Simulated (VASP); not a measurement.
Here is a VASP 6.6.1 calculation.

INCAR

```
PREC = Accurate
ENCUT = 520
EDIFF = 1E-6
ISMEAR = -1
SIGMA = 0.05
LREAL = F
LASPH = T
NELM = 80
ALGO = Normal
ISIF = 2
LWAVE = F
LCHARG = F
GGA = CA
NBANDS = 17
```

Contents of KPOINTS:

```
Automatic mesh
0
Gamma
  8 8 8
```

The input POSCAR:

```
PbSe
1.0
    0.0000000000      3.0192847941      3.0192847941
    3.0192847941      0.0000000000      3.0192847941
    3.0192847941      3.0192847941      0.0000000000
Pb Se
1 1
Direct
    0.0000000000      0.0000000000      0.0000000000
    0.5000000000      0.5000000000      0.5000000000
```

Potentials or basis: VASP PAW LDA potentials, release 64 (Pb_d, Se).

Run with:

```console
$ cat potpaw_LDA.64/Pb_d/POTCAR potpaw_LDA.64/Se/POTCAR > POTCAR
$ mpirun -np 1 vasp_std > vasp.out
```

(1) Estimate the band gap on the k mesh.

(2) What does it give for the pressure?

## Answers

(1) 0.02 eV, direct.

(2) 0.1 GPa.

Caveat: spin-orbit coupling is left out, which moves the levels of the heavy elements.

**The experiment to reproduce.**

From a printed reference work, monograph, for a bulk crystal of PbSe at 300 K: band gap 0.28 eV (direct).

Against the measured gap of PbSe, 0.28 eV (direct; 300 K; a printed reference work, monograph), the calculated 0.02 eV is off by -0.26 eV. 2 values of this kind are on record (0.15 to 0.28 eV); this one was drawn at random. Spin-orbit coupling on Pb, Se is left out. The value is that of LDA on a finite k mesh, which can miss the band edges, without temperature or zero-point motion. Semilocal functionals fall short of measured gaps as a rule.
